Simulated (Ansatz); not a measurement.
**Worked example: NOF + C4H9 → NO + C4H9F**

Species: NOF (nitrosyl fluoride) `O=NF`, singlet; C4H9 `[CH2]CCC`, doublet; NO (nitric oxide), doublet; C4H9F (1-fluorobutane) `CCCCF`, singlet. A radical takes F: the energy is the difference in strength between the N–F bond broken and the C–F bond made.

Shapes, held fixed at every level: PBE0-D4/def2-TZVP. Flexible molecules stand in one conformer, not always the lowest. Programs: Ansatz 0.2.0. The zero-point and thermal change to 298 K, harmonic and unscaled (PBE0-D4/def2-TZVP), is +12.7 kJ/mol.

At CCSD(T)/def2-SVP; 1 Eh = 2625.50 kJ/mol:

| species | energy (Eh) |
| --- | --- |
| NOF | -228.992663 |
| C4H9 | -157.187829 |
| NO | -129.477737 |
| C4H9F | -256.798589 |

Question: Work out ΔH(298 K) of the reaction at this level.

Answer: 
1. Products less reactants: (-129.477737) + (-256.798589) − [(-228.992663) + (-157.187829)] = -0.095834 Eh = -251.6 kJ/mol.
2. With the thermal change: -251.6 + (+12.7) = -238.9 kJ/mol.

Other levels give -295.7 (HF/def2-SVP) to -167.0 kJ/mol (PBE-D4/def2-TZVPP). No measured value is set beside it here. Spin contamination: NO (⟨S²⟩ up to 0.78). Open shells run unrestricted. The median of the other levels is -210.4 kJ/mol.
